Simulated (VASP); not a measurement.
# ZrS2 in VASP: relaxation of cell and atoms with PBE

Aim: the relaxation of cell and atoms of ZrS2 with PBE.

Everything below comes from runs of VASP 6.6.1. Logs are shortened: lines on timing, memory, paths and dates and some standing lists are left out, and cuts for length are marked.

**1. Starting point**

The cell holds a sheet with vacuum, 3 atoms: a = 3.670 Å, b = 3.670 Å, c = 18.900 Å, α = 90.00°, β = 90.00°, γ = 120.00°.

The cell was built by a generator and needn't be a form met in nature.

**2. Relaxation of cell and atoms, PBE**

Contents of INCAR:

```
SYSTEM = ZrS2
  ALGO = Fast
  EDIFF = 1E-7
  EDIFFG = -0.005
  ENCUT = 600
  GGA = PE
  IBRION = 2
  ISIF = 3
  ISMEAR = 0
  KPAR = 2
  LASPH = .TRUE.
  LATTICE_CONSTRAINTS = .TRUE. .TRUE. .FALSE.
  LCHARG = .FALSE.
  LREAL = .FALSE.
  LWAVE = .FALSE.
  NELM = 120
  NSW = 40
  PREC = Accurate
  SIGMA = 0.03
```

Contents of KPOINTS:

```
k-points
0
G
  12 12 1
  0 0 0
```

Contents of POSCAR:

```
ZrS2
1.0
    3.6700000000      0.0000000000      0.0000000000
   -1.8350000000      3.1783132300      0.0000000000
    0.0000000000      0.0000000000     18.9000000000
S Zr
2 1
Direct
    0.3333330000      0.6666670000      0.4232804200
    0.6666670000      0.3333330000      0.5767195800
    0.0000000000      0.0000000000      0.5000000000
```

Potentials or basis: VASP PAW PBE potentials, release 64 (S, Zr_sv).

Command:

```console
$ cat potpaw_PBE.64/S/POTCAR potpaw_PBE.64/Zr_sv/POTCAR > POTCAR
$ mpirun -np 2 vasp_std > vasp.out
```

OUTCAR:

```text
SYSTEM = ZrS2
   EDIFF = 1E-7
   EDIFFG = -0.005
   ENCUT = 600
   GGA = PE
   IBRION = 2
   ISIF = 3
   ISMEAR = 0
   LASPH = .TRUE.
   LREAL = .FALSE.
   NELM = 120
   NSW = 40
   PREC = Accurate

 ion  position               nearest neighbor table
   1  0.333  0.667  0.423-   3 2.57   3 2.57   3 2.57
   2  0.667  0.333  0.577-   3 2.57   3 2.57   3 2.57
   3  0.000  0.000  0.500-   1 2.57   2 2.57   1 2.57   2 2.57   2 2.57   1 2.57

  LATTYP: Found a hexagonal cell.
 ALAT       =     3.6700000000
 C/A-ratio  =     5.1498637602

  Lattice vectors:

 A1 = (   3.6700000000,   0.0000000000,   0.0000000000)
 A2 = (  -1.8350000000,   3.1783132300,   0.0000000000)
 A3 = (   0.0000000000,   0.0000000000,  18.9000000000)

Analysis of symmetry for initial positions (statically):
=====================================================================
 Subroutine PRICEL returns:
 Original cell was already a primitive cell.

 Routine SETGRP: Setting up the symmetry group for a
 hexagonal supercell.

 Subroutine GETGRP returns: Found 12 space group operations
 (whereof 12 operations were pure point group operations)
 out of a pool of 24 trial point group operations.

The static configuration has the point symmetry D_3d.

Analysis of symmetry for dynamics (positions and initial velocities):
=====================================================================
 Subroutine PRICEL returns:
 Original cell was already a primitive cell.

 Routine SETGRP: Setting up the symmetry group for a
 hexagonal supercell.

 Subroutine GETGRP returns: Found 12 space group operations
 (whereof 12 operations were pure point group operations)
 out of a pool of 24 trial point group operations.

The dynamic configuration has the point symmetry D_3d.

 Subroutine INISYM returns: Found 12 space group operations
 (whereof 12 operations are pure point group operations),
 and found     1 'primitive' translations

----------------------------------------------------------------------------------------

                                     Primitive cell

  volume of cell :     220.4573

  direct lattice vectors                    reciprocal lattice vectors
     3.670000000  0.000000000  0.000000000     0.272479564  0.157316150  0.000000000
    -1.835000000  3.178313230  0.000000000     0.000000000  0.314632299  0.000000000
     0.000000000  0.000000000 18.900000000     0.000000000  0.000000000  0.052910053

  length of vectors
     3.670000000  3.669999998 18.900000000     0.314632299  0.314632299  0.052910053

  position of ions in fractional coordinates (direct lattice)
     0.333333000  0.666667000  0.423280420
     0.666667000  0.333333000  0.576719580
     0.000000000  0.000000000  0.500000000

  ion indices of the primitive-cell ions
   primitive index   ion index
                 1           1
                 2           2
                 3           3

----------------------------------------------------------------------------------------

 KPOINTS: k-points

Automatic generation of k-mesh.
 Grid dimensions read from file:
 generate k-points for:   12   12    1

 Generating k-lattice:

  Cartesian coordinates                     Fractional coordinates (reciprocal lattice)
     0.022706630  0.013109679  0.000000000     0.083333333  0.000000000  0.000000000
     0.000000000  0.026219358  0.000000000     0.000000000  0.083333333  0.000000000
     0.000000000  0.000000000  0.052910053     0.000000000  0.000000000  1.000000000

  Length of vectors
     0.026219358  0.026219358  0.052910053

  Shift w.r.t. Gamma in fractional coordinates (k-lattice)
     0.000000000  0.000000000  0.000000000

 Subroutine IBZKPT returns following result:
 ===========================================

 Found     19 irreducible k-points:

 Following reciprocal coordinates:
            Coordinates               Weight
  0.000000  0.000000  0.000000      1.000000
  0.083333 -0.000000  0.000000      6.000000
  0.166667  0.000000  0.000000      6.000000
  0.250000  0.000000  0.000000      6.000000
  0.333333  0.000000  0.000000      6.000000
  0.416667  0.000000  0.000000      6.000000
[... 11 lines left out ...]
  0.333333  0.250000  0.000000     12.000000
  0.333333  0.333333  0.000000      2.000000
   k-points           NKPTS =     19   k-points in BZ     NKDIM =     19   number of bands    NBANDS=     16
   number of dos      NEDOS =    301   number of ions     NIONS =      3
   total plane-waves  NPLWV = 144000
   dimension x,y,z NGX =    30 NGY =   30 NGZ =  160
   dimension x,y,z NGXF=    60 NGYF=   60 NGZF=  320
   ions per type =               2   1
   NGX,Y,Z   is equivalent  to a cutoff of  13.59, 13.59, 14.07 a.u.
   NGXF,Y,Z  is equivalent  to a cutoff of  27.18, 27.18, 28.15 a.u.
 SYSTEM =  ZrS2
   PREC   = accura    normal or accurate (medium, high low for compatibility)
   ISTART =      0    job   : 0-new  1-cont  2-samecut
   ICHARG =      2    charge: 1-file 2-atom 10-const
   ISPIN  =      1    spin polarized calculation?
   LNONCOLLINEAR =      F non collinear calculations
   LSORBIT =      F    spin-orbit coupling
   LASPH  =      T    aspherical Exc in radial PAW
   ENCUT  =  600.0 eV  44.10 Ry    6.64 a.u.   7.33  7.33 37.75*2*pi/ulx,y,z
   NELM   =    120;   NELMIN=  2; NELMDL= -5     # of ELM steps
   EDIFF  = 0.1E-06   stopping-criterion for ELM
   LREAL  =      F    real-space projection
   EDIFFG = -.5E-02   stopping-criterion for IOM
   NSW    =     40    number of steps for IOM
   IBRION =      2    ionic relax: 0-MD 1-quasi-New 2-CG
   NFREE  =      1    steps in history (QN), initial steepest desc. (CG)
   ISIF   =      3    stress and relaxation
   ISYM   =      2    0-nonsym 1-usesym 2-fastsym
   POTIM  = 0.5000    time-step for ionic-motion
   TEBEG  =    0.0;   TEEND  =   0.0 temperature during run
   PSTRESS=    0.0 pullay stress
   NELECT =      24.0000    total number of electrons
   NUPDOWN=      -1.0000    fix difference up-down
   EMIN   =  10.00;   EMAX   =-10.00  energy-range for DOS
   EFERMI =   0.00;   METHOD = LEGACY
   ISMEAR =     0;   SIGMA  =   0.03  broadening in eV -4-tet -1-fermi 0-gaus
   EFERMI_NEDOS =   21; number of points for ismear=-14 and -15
   IALGO  =     68    algorithm
   IMIX   =      4    mixing-type and parameters
     AMIX     =   0.40;   BMIX     =  1.00
     AMIX_MAG =   1.60;   BMIX_MAG =  1.00
  volume/ion in A,a.u.               =      73.49       495.91
  Fermi-wavevector in a.u.,A,eV,Ry     =   0.781695  1.477188  8.313790  0.611046
  Thomas-Fermi vector in A             =   1.885265
   LORBIT       =      0    0 simple, 1 ext, 2 COOP (PROOUT), +10 PAW based schemes
   GGA     = PE    functional components
   LHFCALC =     F    Hartree Fock is set to
   AEXX    =    0.0000 exact exchange contribution
   IVDW    =     0    specifies the selected vdW correction
   LEPSILON=     F    determine dielectric tensor
   LRPA    =     F    only Hartree local field effects (RPA)
 conjugate gradient relaxation of ions
 non-spin polarized calculation
 RMM-DIIS sequential band-by-band and
 Gauss-broadening in eV      SIGMA  =   0.03
  energy-cutoff  :      600.00
  volume of cell :      220.46
 maximum number of plane-waves:      7437
 NGX is ok and might be reduce to    30
   NGX = 15   NGY = 15   NGZ = 75

--------------------------------------- Ionic step        1  -------------------------------------------

 number of electron      23.9999998 magnetization

 Free energy of the ion-electron system (eV)
  ---------------------------------------------------
  ext. energy  EPLUGINS =         0.00000000
  ---------------------------------------------------
  free energy    TOTEN  =       -21.43328235 eV

  energy without entropy =      -21.43328235  energy(sigma->0) =      -21.43328235

------------------------ aborting loop because EDIFF is reached ----------------------------------------

  FORCE on cell =-STRESS in cart. coord.  units (eV):
  Direction    XX          YY          ZZ          XY          YZ          ZX
  --------------------------------------------------------------------------------------
  -------------------------------------------------------------------------------------
  Total        0.3637520      0.3637520      0.1769427     -0.0000000      0.0000000      0.0000000
  in kB        2.6435733      2.6435733      1.2859337     -0.0000000      0.0000000      0.0000000
  external PRESSURE =       2.1910267 kB  Pullay stress =       0.0000000 kB

 VOLUME and BASIS-vectors are now :
 -----------------------------------------------------------------------------
  energy-cutoff  :      600.00
  volume of cell :      220.46
      direct lattice vectors                 reciprocal lattice vectors
     3.670000000  0.000000000  0.000000000     0.272479564  0.157316150  0.000000000
    -1.835000000  3.178313230  0.000000000     0.000000000  0.314632299  0.000000000
     0.000000000  0.000000000 18.900000000     0.000000000  0.000000000  0.052910053
[... 149 lines left out ...]
 POSITION                                       TOTAL-FORCE (eV/Angst)
 -----------------------------------------------------------------------------------
     -0.00000      2.12592      7.99897         0.000000     -0.000000      0.009706
      1.84110      1.06296     10.90103        -0.000000      0.000000     -0.009706
      0.00000      0.00000      9.45000         0.000000      0.000000      0.000000
 -----------------------------------------------------------------------------------
    total drift:                                0.000000      0.000000      0.000000

  FREE ENERGIE OF THE ION-ELECTRON SYSTEM (eV)
  ---------------------------------------------------
  free  energy   TOTEN  =       -21.4345841179 eV

  energy  without entropy=      -21.4345841179  energy(sigma->0) =      -21.43458412

--------------------------------------- Ionic step        6  -------------------------------------------

 number of electron      23.9999998 magnetization

 Free energy of the ion-electron system (eV)
  ---------------------------------------------------
  ext. energy  EPLUGINS =         0.00000000
  ---------------------------------------------------
  free energy    TOTEN  =       -21.43460669 eV

  energy without entropy =      -21.43460669  energy(sigma->0) =      -21.43460669

 E-fermi :  -2.9267     XC(G=0):  -3.4452

 val. band max:       -3.0961250346   @ k =   0.0000   0.0000   0.0000
 cond. band min:      -1.9032512404   @ k =   0.5000   0.0000   0.0000
 fundamental gap:      1.1928737942
 Fermi energy:        -2.9267208504

 k-point     1 :       0.0000    0.0000    0.0000
  band No.  band energies     occupation
      1     -51.9852      2.00000
      2     -30.0396      2.00000
      3     -29.8903      2.00000
      4     -29.8903      2.00000
      5     -15.4337      2.00000
      6     -14.2972      2.00000
[... 8 lines left out ...]
     15      -0.4673      0.00000
     16       2.1373      0.00000
[... 362 lines left out ...]
 POSITION                                       TOTAL-FORCE (eV/Angst)
 -----------------------------------------------------------------------------------
     -0.00000      2.12690      8.00094        -0.000000      0.000000     -0.002970
      1.84195      1.06345     10.89906         0.000000     -0.000000      0.002970
      0.00000      0.00000      9.45000        -0.000000      0.000000      0.000000
 -----------------------------------------------------------------------------------
    total drift:                                0.000000     -0.000000      0.000000

  FREE ENERGIE OF THE ION-ELECTRON SYSTEM (eV)
  ---------------------------------------------------
  free  energy   TOTEN  =       -21.4346066942 eV

  energy  without entropy=      -21.4346066942  energy(sigma->0) =      -21.43460669

 reached required accuracy - stopping structural energy minimisation
```

It took 6.2 min on 2 MPI ranks of Intel Xeon Platinum 8488C (Sapphire Rapids), shared host; peak memory 0.44 GiB.

What came out:

* Free energy: -21.4346 eV
* Relaxed volume: 74.04 Å³/atom
* Relaxed cell: a = 3.684 Å, b = 3.684 Å, c = 18.900 Å, α = 90.00°, β = 90.00°, γ = 120.00°
* Space group after relaxing (to 0.05 Å): P-3m1 (No. 164)
* Energy gained by relaxing: 0.4 meV/atom
* Ionic steps: 6
* Band gap on the k mesh: 1.19 eV, indirect (least direct gap 1.70 eV)

Forces in eV/Å, atoms in the order of the input:
```
S    0.000  0.000 -0.003
S    0.000  0.000  0.003
Zr   0.000  0.000  0.000
```

The path:
```tsv
step	energy change (eV)	largest force (eV/Å)	pressure (GPa)	volume (Å³)
1	0.0000	0.0651	0.22	220.46
2	-0.0005	0.0798	-0.19	223.04
3	-0.0013	0.0156	-0.01	221.89
4	-0.0013	0.0141	0.00	221.86
5	-0.0013	0.0097	0.00	221.93
6	-0.0013	0.0030	0.00	222.13
```

Final structure:
```
CELL_PARAMETERS angstrom
3.68390 0.00000 0.00000
-1.84195 3.19035 0.00000
0.00000 0.00000 18.90000
ATOMIC_POSITIONS crystal
S 0.33333 0.66667 0.42333
S 0.66667 0.33333 0.57667
Zr 0.00000 0.00000 0.50000
```
